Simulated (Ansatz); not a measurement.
Structure: a 3-atom cell of PtS₂ started from a crystallographic database, at its r2SCAN+rVV10 minimum. The symmetry is P-3m1 (No. 164, trigonal); conventional cell a = 3.553 Å, c = 5.123 Å, 18.66 Å³ an atom. Around Pt lie 6 S at 2.39 Å; around S lie 3 Pt at 2.39 Å.

```xyz
3
Lattice="3.5526 0.0000 0.0000 -1.7763 3.0767 0.0000 0.0000 0.0000 5.1228" Properties=species:S:1:pos:R:3 pbc="T T T"
Pt    0.0000    0.0000    0.0000
S     0.0000    2.0511    1.2257
S     1.7763    1.0256    3.8972
```

4 runs of Ansatz 0.2.0 on this cell differ in the functional (and in the settings that go with it). Levels are in eV from each run's valence top; v1 is the last filled band, c1 the first empty one.

Run A, mean stress -4.0 GPa (compression positive):

| point | v2 | v1 | c1 | c2 |
| --- | --- | --- | --- | --- |
| Γ | -1.06 | -0.04 | 2.06 | 2.06 |
| M | -2.98 | -2.45 | 1.44 | 2.52 |
| K | -1.39 | -1.39 | 0.70 | 0.70 |

Run B, mean stress -0.1 GPa (compression positive):

| point | v2 | v1 | c1 | c2 |
| --- | --- | --- | --- | --- |
| Γ | -1.14 | 0.00 | 2.78 | 2.78 |
| M | -3.37 | -2.70 | 2.23 | 3.31 |
| K | -1.67 | -1.67 | 1.46 | 1.46 |

Run C, mean stress +1.3 GPa (compression positive):

| point | v2 | v1 | c1 | c2 |
| --- | --- | --- | --- | --- |
| Γ | -1.09 | -0.01 | 2.29 | 2.29 |
| M | -3.11 | -2.48 | 1.72 | 2.75 |
| K | -1.46 | -1.46 | 0.98 | 0.98 |

Run D, mean stress -1.0 GPa (compression positive):

| point | v2 | v1 | c1 | c2 |
| --- | --- | --- | --- | --- |
| Γ | -1.17 | 0.00 | 3.43 | 3.43 |
| M | -3.51 | -2.96 | 2.92 | 4.04 |
| K | -1.92 | -1.92 | 2.11 | 2.11 |

Task: Match the runs to LDA, r2SCAN, r2SCANh, PBE0.

Result: A is LDA, B is r2SCANh, C is r2SCAN, D is PBE0. In order of the gap: LDA 0.49, r2SCAN 0.79, r2SCANh 1.23, PBE0 1.84 eV.

The values are computed, spin-unpolarised, and not measurements.

Spin-orbit coupling is left out, which matters wherever the heavy atoms make up the band edges.

The stress of a hybrid is loosely converged in these runs.

The meshes of the hybrids are coarse, so their gaps aren't converged to the digits shown.
